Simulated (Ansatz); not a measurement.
Runs of Ansatz 0.2.0 on NiO. It takes space group Fm-3m (No. 225, cubic). The conventional cell has a = 4.172 Å, b = 4.172 Å, c = 4.172 Å, α = 90.00°, β = 90.00°, γ = 90.00°. Ni (site symmetry m-3m) is surrounded by 6 O at 2.09 Å. O (site symmetry m-3m) has 6 Ni at 2.09 Å as nearest neighbours. 

```csv
task,level,potentials or basis,spin,U,cell,cutoff (eV),smearing,double counting,hubbard projectors,gap on the mesh (eV),pressure (GPa),moment (μB)
electron localisation function,r2SCAN+D3(BJ)+U,Ansatz PAW,"collinear, ferromagnetic start",Ni d U = 5 eV,as given,500,methfessel-paxton 0.1 eV,fll,ortho-atomic (the default),2.89,5.6,2.00
relaxation of cell and atoms,PBE+D3(BJ)+U,Ansatz PAW,"collinear, random start",Ni d U = 8 eV,relaxed,420,gaussian 0.1 eV,fll,ortho-atomic (the default),(a),0.0,2.00
density of states,PBE+U,Ansatz PAW,"collinear, ferromagnetic start",Ni d U = 7 eV,as given,420,methfessel-paxton 0.05 eV,fll,ortho-atomic (the default),(b),15.1,2.00
density of states,revPBE+U,Ansatz NC,"collinear, random start",Ni d U = 7 eV,as given,1400,tetrahedron,amf,all-electron-atomic,1.74,25.3,2.00
electrostatic potential,r2SCAN+D4+U,Ansatz PAW,"collinear, ferromagnetic start",Ni d U = 5 eV,as given,500,fermi-dirac 0.1 eV,fll,ortho-atomic (the default),2.89,5.6,2.00
```

Alike in all rows: k mesh 11 × 11 × 11.

Q: Estimate the missing entries.

A: (a) 2.12; (b) 2.38.

Caveats: the magnetic or orbital state may not be the lowest; odd divisions of the mesh miss points on the zone boundary, where band edges often lie, so the gap on the mesh can be too wide; a cell with one magnetic atom can't hold antiferromagnetic order, which such compounds often take; the PAW data sets come from PBE, with cores solved anew for the run's functional, which leaves a small shift of forces and pressure (some runs); the dispersion damping was fitted for another functional or another form of the correction (some runs); the plane-wave basis is chosen anew once the cell has moved, so the energies of steps on either side of that aren't comparable (some runs); the potentials were made for another functional, which shifts forces and pressure (some runs).

A k mesh can miss the band edges.
